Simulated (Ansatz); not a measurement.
# PbS (Galena) in Ansatz: convergence with ecutfock ratio

Input of the first run (ecutfock ratio 1); the others differ in this setting and in those tied to it:

Contents of input.yaml:

```yaml
crystal:
  lattice:
    - [0.0, 2.96575, 2.96575]
    - [2.96575, 0.0, 2.96575]
    - [2.96575, 2.96575, 0.0]
  atoms:
    - { symbol: Pb, position: [0.0, 0.0, 0.0] }
    - { symbol: S, position: [0.5, 0.5, 0.5] }
hamiltonian:
  xc: hse06
  pseudopotentials: { kind: paw, source: jth }
kpoints:
  mp_grid: { grid: [4, 4, 4] }
scf:
  occupations: { method: gaussian, width: 0.05 }
  exx: { ecutfock_ratio: 1 }
output:
  forces: true
  stress: true
  eigenvalues: true
```

Potentials or basis: JTH PAW.

Run with:

```bash
$ ansatz run input.yaml --threads 2 --pin off --max-ram 5632MiB --backend cpu --events-out ev --progress --plain --runs-dir out
```

Hardware: 2 threads of Intel(R) Xeon(R) Platinum 8259CL CPU @ 2.50GHz (Skylake/Cascade Lake), with other jobs on the host.

| ecutfock ratio | energy less the tightest run, at zero smearing (meV/atom) | SCF cycles | CPU time (s) | peak memory (GiB) |
| --- | --- | --- | --- | --- |
| 1 | 0.00 | 15 | 180 | 1.9 |
| 2 | 0.00 | 15 | 510 | 2 |
| 3 | 0.00 | 15 | 560 | 2.3 |
| 4 | 0.00 | 15 | 600 | 2.4 |

Against the tightest run, the energy stays within 1 meV/atom from 1 on. The tightest run that finished is the yardstick and may itself not be fully converged.

Caveat, for the tightest run too: the k mesh is coarse (spacing up to 0.46 Å⁻¹), so the values aren't converged, least of all with exact exchange; spin-orbit coupling is left out, which as a rule narrows the gap of such compounds by several tenths of an eV.
